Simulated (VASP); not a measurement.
# Ge (Cmcm) in VASP: a series of runs

The runs below take Ge through relaxation of cell and atoms, single point, with PBEsol, PBE.

Program: VASP 6.6.1. These are calculated values, not measurements. Logs are shortened: lines on timing, memory, paths and dates and some standing lists are left out, and cuts for length are marked.

## 1. Starting point

It takes space group Cmcm (No. 63, orthorhombic). The conventional cell has a = 2.976 Å, b = 5.189 Å, c = 4.728 Å, α = 90.00°, β = 90.00°, γ = 90.00°. Around Ge (site symmetry m2m) lie 12 Ge at 2.92 to 2.99 Å.

This isn't the form of Ge at room conditions, which is diamond.

## 2. Relaxation of cell and atoms, PBEsol

The input, INCAR:

```
SYSTEM = Ge
PREC = Accurate
ENCUT = 600
EDIFF = 1E-7
ISMEAR = -1
SIGMA = 0.05
LREAL = .FALSE.
LASPH = .TRUE.
NELM = 60
ALGO = Normal
ISIF = 3
LWAVE = .FALSE.
LCHARG = .FALSE.
GGA = PS
IBRION = 2
NSW = 60
EDIFFG = -0.01
```

The input, KPOINTS:

```
Automatic mesh
0
G
  8 8 6
  0 0 0
```

The input, POSCAR:

```
Ge
1.0
    1.4880529250     -2.5946896100      0.0000000000
    1.4880529250      2.5946896100      0.0000000000
    0.0000000000      0.0000000000      4.7275957900
Ge
2
Direct
    0.3334466300      0.6665533700      0.2500000000
    0.6665533700      0.3334466300      0.7500000000
```

Potentials or basis: VASP PAW PBE potentials, release 64 (Ge_d).

Launch:

```
$ cat potpaw_PBE.64/Ge_d/POTCAR > POTCAR
$ mpirun -np 1 vasp_std > vasp.out
```

OUTCAR:

```text
SYSTEM = Ge
   PREC = Accurate
   ENCUT = 600
   EDIFF = 1E-7
   ISMEAR = -1
   LREAL = .FALSE.
   LASPH = .TRUE.
   NELM = 60
   ISIF = 3
   GGA = PS
   IBRION = 2
   NSW = 60
   EDIFFG = -0.01

 ion  position               nearest neighbor table
   1  0.333  0.667  0.250-
   2  0.667  0.333  0.750-

  LATTYP: Found a base centered orthorhombic cell.
 ALAT       =     2.9761058500
 B/A-ratio  =     1.7436809984
 C/A-ratio  =     1.5885173540

  Lattice vectors:

 A1 = (   1.4880529250,  -2.5946896100,   0.0000000000)
 A2 = (   1.4880529250,   2.5946896100,   0.0000000000)
 A3 = (   0.0000000000,   0.0000000000,   4.7275957900)

Analysis of symmetry for initial positions (statically):
=====================================================================
 Subroutine PRICEL returns:
 Original cell was already a primitive cell.

 Routine SETGRP: Setting up the symmetry group for a
 base centered orthorhombic supercell.

 Subroutine GETGRP returns: Found  8 space group operations
 (whereof  4 operations were pure point group operations)
 out of a pool of  8 trial point group operations.

The static configuration has the point symmetry C_2h.
 The point group associated with its full space group is D_2h.

Analysis of symmetry for dynamics (positions and initial velocities):
=====================================================================
 Subroutine PRICEL returns:
 Original cell was already a primitive cell.

 Routine SETGRP: Setting up the symmetry group for a
 base centered orthorhombic supercell.

 Subroutine GETGRP returns: Found  8 space group operations
 (whereof  4 operations were pure point group operations)
 out of a pool of  8 trial point group operations.

The dynamic configuration has the point symmetry C_2h.
 The point group associated with its full space group is D_2h.

 Subroutine INISYM returns: Found  8 space group operations
 (whereof  4 operations are pure point group operations),
 and found     1 'primitive' translations

----------------------------------------------------------------------------------------

                                     Primitive cell

  volume of cell :      36.5068

  direct lattice vectors                    reciprocal lattice vectors
     1.488052925 -2.594689610  0.000000000     0.336009554 -0.192701277  0.000000000
     1.488052925  2.594689610  0.000000000     0.336009554  0.192701277  0.000000000
[... 95 lines left out ...]
   PSTRESS=    0.0 pullay stress
   NELECT =      28.0000    total number of electrons
   NUPDOWN=      -1.0000    fix difference up-down
   EMIN   =  10.00;   EMAX   =-10.00  energy-range for DOS
   EFERMI =   0.00;   METHOD = LEGACY
   ISMEAR =    -1;   SIGMA  =   0.05  broadening in eV -4-tet -1-fermi 0-gaus
   EFERMI_NEDOS =   21; number of points for ismear=-14 and -15
   IALGO  =     38    algorithm
   IMIX   =      4    mixing-type and parameters
     AMIX     =   0.40;   BMIX     =  1.00
     AMIX_MAG =   1.60;   BMIX_MAG =  1.00
  volume/ion in A,a.u.               =      18.25       123.18
  Fermi-wavevector in a.u.,A,eV,Ry     =   1.498544  2.831837 30.553703  2.245634
  Thomas-Fermi vector in A             =   2.610289
   LORBIT       =      0    0 simple, 1 ext, 2 COOP (PROOUT), +10 PAW based schemes
   GGA     = PS    functional components
   LHFCALC =     F    Hartree Fock is set to
   AEXX    =    0.0000 exact exchange contribution
   IVDW    =     0    specifies the selected vdW correction
   LEPSILON=     F    determine dielectric tensor
   LRPA    =     F    only Hartree local field effects (RPA)
 conjugate gradient relaxation of ions
 non-spin polarized calculation
  energy-cutoff  :      600.00
  volume of cell :       36.51
 maximum number of plane-waves:      1236
   NGX = 11   NGY = 11   NGZ = 19

--------------------------------------- Ionic step        1  -------------------------------------------

 number of electron      27.9999997 magnetization

 Free energy of the ion-electron system (eV)
  ---------------------------------------------------
  ext. energy  EPLUGINS =         0.00000000
  ---------------------------------------------------
  free energy    TOTEN  =        -9.32687308 eV

  energy without entropy =       -9.32058743  energy(sigma->0) =       -9.32373026

------------------------ aborting loop because EDIFF is reached ----------------------------------------

  FORCE on cell =-STRESS in cart. coord.  units (eV):
  Direction    XX          YY          ZZ          XY          YZ          ZX
  --------------------------------------------------------------------------------------
  -------------------------------------------------------------------------------------
  Total       -0.2898537     -0.3658487      1.1711877      0.0000000      0.0000000      0.0000000
  in kB      -12.7208261    -16.0560231     51.3999823      0.0000000      0.0000000      0.0000000
  external PRESSURE =       7.5410444 kB  Pullay stress =       0.0000000 kB
[... 275 lines left out ...]
--------------------------------------- Ionic step        9  -------------------------------------------

 number of electron      27.9999977 magnetization

 Free energy of the ion-electron system (eV)
  ---------------------------------------------------
  ext. energy  EPLUGINS =         0.00000000
  ---------------------------------------------------
  free energy    TOTEN  =        -9.36816997 eV

  energy without entropy =       -9.36430043  energy(sigma->0) =       -9.36623520

 E-fermi :   7.1035     XC(G=0): -11.5795

 val. band max:        7.0003360844   @ k =   0.2500   0.0000   0.0000
 cond. band min:       7.1336591742   @ k =   0.3750   0.3750   0.0000
 fundamental gap:      0.1333230899
 Fermi energy:         7.1035191378

 k-point     1 :       0.0000    0.0000    0.0000
  band No.  band energies     occupation
      1     -17.7095      2.00000
      2     -17.7068      2.00000
      3     -17.6991      2.00000
      4     -17.6974      2.00000
      5     -17.6921      2.00000
      6     -17.6905      2.00000
[... 481 lines left out ...]
      5     -17.6660      2.00000
      6     -17.6507      2.00000
[... 10 lines left out ...]
     17      13.5627      0.00000
     18      14.8634      0.00000

 [... further k-points ...]

------------------------ aborting loop because EDIFF is reached ----------------------------------------

  FORCE on cell =-STRESS in cart. coord.  units (eV):
  Direction    XX          YY          ZZ          XY          YZ          ZX
  --------------------------------------------------------------------------------------
  -------------------------------------------------------------------------------------
  Total       -0.0018046     -0.0124911     -0.0161688      0.0000000     -0.0000000      0.0000000
  in kB       -0.0788086     -0.5455116     -0.7061202      0.0000000     -0.0000000      0.0000000
  external PRESSURE =      -0.4434801 kB  Pullay stress =       0.0000000 kB
[... 17 lines left out ...]
  FREE ENERGIE OF THE ION-ELECTRON SYSTEM (eV)
  ---------------------------------------------------
  free  energy   TOTEN  =        -9.3681699659 eV

  energy  without entropy=       -9.3643004309  energy(sigma->0) =       -9.36623520

 reached required accuracy - stopping structural energy minimisation
```

Wall time 2.7 min (1 thread of AMD EPYC 9R45 (Zen 5), shared host); peak memory 0.16 GiB.

What came out:

```yaml
Free_energy: -9.3682 eV
Relaxed_volume: 18.34 Å³/atom
Relaxed_cell: a = 2.925 Å, b = 2.925 Å, c = 4.958 Å, α = 90.00°, β = 90.00°, γ = 120.13°
Space_group_after_relaxing_to_0.05_Å: P6_3/mmc (No. 194)
Energy_gained_by_relaxing: 20.6 meV/atom
Ionic_steps: 9
Pressure_after_relaxing: 0.0 GPa
Band_gap_on_the_k_mesh: none (metal or under the smearing width)
```

The path:
| step | energy change (eV) | largest force (eV/Å) | pressure (GPa) | volume (Å³) |
| --- | --- | --- | --- | --- |
| 1 | 0.0000 | 0.0038 | 0.75 | 36.51 |
| 2 | -0.0287 | 0.0014 | -0.47 | 36.95 |
| 3 | -0.0371 | 0.0021 | -1.49 | 37.42 |
| 4 | -0.0386 | 0.0012 | -1.14 | 37.26 |
| 5 | -0.0387 | 0.0014 | -1.25 | 37.29 |
| 6 | -0.0402 | 0.0022 | 0.45 | 36.48 |
| 7 | -0.0411 | 0.0020 | -0.19 | 36.78 |
| 8 | -0.0413 | 0.0015 | 0.07 | 36.67 |
| 9 | -0.0413 | 0.0016 | -0.04 | 36.69 |

Final structure:
```yaml
crystal:
  lattice:
    - [1.45967, -2.53466, 0.00000]
    - [1.45967, 2.53466, 0.00000]
    - [0.00000, 0.00000, 4.95796]
  atoms:
    - { symbol: Ge, position: [0.33335, 0.66665, 0.25000] }
    - { symbol: Ge, position: [0.66665, 0.33335, 0.75000] }
```

Caveat: the PAW data sets were made with another functional, which shifts forces and pressure a little.

## 3. Single point, PBE

The input, INCAR:

```
  PREC = Accurate
  ENCUT = 400
  EDIFF = 1E-7
  ISMEAR = 0
  SIGMA = 0.02
  LREAL = False
  LASPH = True
  NELM = 100
  ALGO = Fast
  ISIF = 2
  LWAVE = False
  LCHARG = False
  GGA = PE
```

The input, KPOINTS:

```
Automatic mesh
0
Gamma
  5 5 3
```

POSCAR is that of step 2.

Potentials or basis: VASP PAW PBE potentials, release 64 (Ge_d_GW).

Launch:

```
$ cat potpaw_PBE.64/Ge_d_GW/POTCAR > POTCAR
$ mpirun -np 1 vasp_std > vasp.out
```

It took 8.3 s on 1 thread of Intel Xeon Platinum 8375C at 2.90GHz (Ice Lake), shared host; peak memory 0.13 GiB.

It converged, with:

* Free energy: -8.2335 eV
* Largest force: 0.010 eV/Å
* Band gap on the k mesh: none (metal or under the smearing width)

Forces in eV/Å, atoms in the order of the input:
```
Ge   0.000 -0.010  0.000
Ge   0.000  0.010  0.000
```

Levels at points of the mesh, in eV from the Fermi level:
```csv
k point,band 11,band 12,band 13,band 14,band 15,band 16,band 17,band 18
"(0.00, 0.00, 0.00)",-13.20,-7.31,-5.36,6.78,6.89,8.85,8.97,10.40
```

Caveat: the k mesh is coarse (spacing up to 0.49 Å⁻¹), so the values aren't converged; the cutoff is under 1.25 times the usual one of these potentials, so pressure, stress and relaxed cells hold a basis-set (Pulay) error.

## 4. Single point, PBE

The input, INCAR:

```
SYSTEM = Ge
PREC = Accurate
ENCUT = 900
EDIFF = 1E-8
ISMEAR = 0
SIGMA = 0.02
LREAL = .False.
LASPH = .True.
NELM = 100
ALGO = Normal
ISIF = 2
LWAVE = .False.
LCHARG = .False.
GGA = PE
ADDGRID = .False.
```

The input, KPOINTS:

```
regular mesh
0
Gamma
  11 11 6
  0 0 0
```

POSCAR is that of step 3.

Potentials or basis: VASP PAW PBE potentials, release 64 (Ge_d).

Launch:

```
$ cat potpaw_PBE.64/Ge_d/POTCAR > POTCAR
$ mpirun -np 1 vasp_std > vasp.out
```

OUTCAR:

```text
SYSTEM = Ge
   PREC = Accurate
   ENCUT = 900
   EDIFF = 1E-8
   ISMEAR = 0
   LREAL = .False.
   LASPH = .True.
   NELM = 100
   ISIF = 2
   GGA = PE

 ion  position               nearest neighbor table
   1  0.333  0.667  0.250-
   2  0.667  0.333  0.750-

  LATTYP: Found a base centered orthorhombic cell.
 ALAT       =     2.9761058500
 B/A-ratio  =     1.7436809984
 C/A-ratio  =     1.5885173540

  Lattice vectors:

 A1 = (   1.4880529250,  -2.5946896100,   0.0000000000)
 A2 = (   1.4880529250,   2.5946896100,   0.0000000000)
 A3 = (   0.0000000000,   0.0000000000,   4.7275957900)

Analysis of symmetry for initial positions (statically):
=====================================================================
 Subroutine PRICEL returns:
 Original cell was already a primitive cell.

 Routine SETGRP: Setting up the symmetry group for a
 base centered orthorhombic supercell.

 Subroutine GETGRP returns: Found  8 space group operations
 (whereof  4 operations were pure point group operations)
 out of a pool of  8 trial point group operations.

The static configuration has the point symmetry C_2h.
 The point group associated with its full space group is D_2h.
[... 161 lines left out ...]

  energy without entropy =       -8.34158432  energy(sigma->0) =       -8.34167534

 E-fermi :   7.1765     XC(G=0): -11.4670

 val. band max:        7.1693642225   @ k =  -0.3636   0.2727   0.3333
 cond. band min:       7.1830613432   @ k =  -0.2727   0.2727   0.5000
 fundamental gap:      0.0136971208
 Fermi energy:         7.1764904555

 k-point     1 :       0.0000    0.0000    0.0000
  band No.  band energies     occupation
      1     -17.5985      2.00000
      2     -17.5960      2.00000
      3     -17.5928      2.00000
      4     -17.5877      2.00000
      5     -17.5849      2.00000
      6     -17.5840      2.00000
[... 481 lines left out ...]
      5     -17.5739      2.00000
      6     -17.5677      2.00000
[... 10 lines left out ...]
     17      15.4098      0.00000
     18      16.0366      0.00000

 [... further k-points ...]

------------------------ aborting loop because EDIFF is reached ----------------------------------------

  FORCE on cell =-STRESS in cart. coord.  units (eV):
  Direction    XX          YY          ZZ          XY          YZ          ZX
  --------------------------------------------------------------------------------------
  -------------------------------------------------------------------------------------
  Total        0.4292054      0.4907867      1.9759130      0.0000000      0.0000000      0.0000000
  in kB       18.8365609     21.5391849     86.7170076      0.0000000      0.0000000      0.0000000
  external PRESSURE =      42.3642511 kB  Pullay stress =       0.0000000 kB

 VOLUME and BASIS-vectors are now :
 -----------------------------------------------------------------------------
  energy-cutoff  :      900.00
  volume of cell :       36.51
      direct lattice vectors                 reciprocal lattice vectors
     1.488052925 -2.594689610  0.000000000     0.336009554 -0.192701277  0.000000000
     1.488052925  2.594689610  0.000000000     0.336009554  0.192701277  0.000000000
     0.000000000  0.000000000  4.727595790     0.000000000  0.000000000  0.211524006

 POSITION                                       TOTAL-FORCE (eV/Angst)
 -----------------------------------------------------------------------------------
      1.48805      0.86431      1.18190         0.000000     -0.008475      0.000000
      1.48805     -0.86431      3.54570         0.000000      0.008475      0.000000
 -----------------------------------------------------------------------------------
    total drift:                                0.000000     -0.000000      0.000000

  FREE ENERGIE OF THE ION-ELECTRON SYSTEM (eV)
  ---------------------------------------------------
  free  energy   TOTEN  =        -8.3417663585 eV

  energy  without entropy=       -8.3415843241  energy(sigma->0) =       -8.34167534
```

OSZICAR:

```text
N       E                     dE             d eps       ncg     rms          rms(c)
DAV:   1     0.181359071451E+03    0.18136E+03   -0.19956E+04  5388   0.600E+03
DAV:   2     0.137615778026E+02   -0.16760E+03   -0.16488E+03  5198   0.647E+02
DAV:   3    -0.765328131303E+01   -0.21415E+02   -0.21010E+02  5748   0.156E+02
DAV:   4    -0.836055398636E+01   -0.70727E+00   -0.69291E+00  6022   0.307E+01
DAV:   5    -0.837236174520E+01   -0.11808E-01   -0.11799E-01  5684   0.392E+00    0.167E+00
DAV:   6    -0.835155337307E+01    0.20808E-01   -0.21221E-02  6610   0.256E+00    0.919E-01
DAV:   7    -0.834205316055E+01    0.95002E-02   -0.14060E-02  6774   0.172E+00    0.770E-02
DAV:   8    -0.834175354760E+01    0.29961E-03   -0.12685E-03  6056   0.729E-01    0.287E-02
DAV:   9    -0.834176542727E+01   -0.11880E-04   -0.33184E-05  5468   0.737E-02    0.492E-03
DAV:  10    -0.834176669724E+01   -0.12700E-05   -0.11305E-06  6166   0.131E-02    0.576E-04
DAV:  11    -0.834176646378E+01    0.23346E-06   -0.10120E-07  5726   0.652E-03    0.243E-04
DAV:  12    -0.834176637390E+01    0.89887E-07   -0.43397E-09  2844   0.750E-04    0.489E-05
DAV:  13    -0.834176636174E+01    0.12154E-07   -0.11459E-09  2688   0.425E-04    0.355E-05
DAV:  14    -0.834176635849E+01    0.32496E-08   -0.27100E-10  2662   0.246E-04
   1 F= -.83417664E+01 E0= -.83416753E+01  d E =-.182034E-03
```

It took 82 s on 1 thread of Intel Xeon 6975P-C (Granite Rapids), shared host; peak memory 0.32 GiB.

What came out:

| Quantity | Value |
| --- | --- |
| Free energy | -8.3418 eV |
| Pressure | 4.2 GPa |
| Largest force | 0.008 eV/Å |
| Band gap on the k mesh | none (metal or under the smearing width) |

Forces in eV/Å, atoms in the order of the input:
```
Ge   0.000 -0.008  0.000
Ge   0.000  0.008  0.000
```

## 5. Summary

```csv
task,level,potentials or basis,cell,k mesh,cutoff (eV),smearing,ladder,mesh quality,gap on the mesh (eV),pressure (GPa),largest force (eV/Å)
relaxation of cell and atoms,PBEsol,"VASP PAW PBE potentials, release 64 (Ge_d)",relaxed,8 × 8 × 6,600,fermi-dirac 0.05 eV,gaps,not flagged,none,0.0,-
single point,PBE,"VASP PAW PBE potentials, release 64 (Ge_d_GW)",as given,5 × 5 × 3,400,gaussian 0.02 eV,-,coarse,none,-,0.01
single point,PBE,"VASP PAW PBE potentials, release 64 (Ge_d)",as given,11 × 11 × 6,900,gaussian 0.02 eV,-,not flagged,none,4.2,0.01
```

Alike in all rows: no spin polarisation.

Caveats: some runs use coarse meshes; the PAW data sets were made with another functional, which shifts forces and pressure a little (some runs); the cutoff is under 1.25 times the usual one of these potentials, so pressure, stress and relaxed cells hold a basis-set (Pulay) error (some runs).

Total energies depend on the potentials used, so only differences within one code and one set of settings carry meaning.
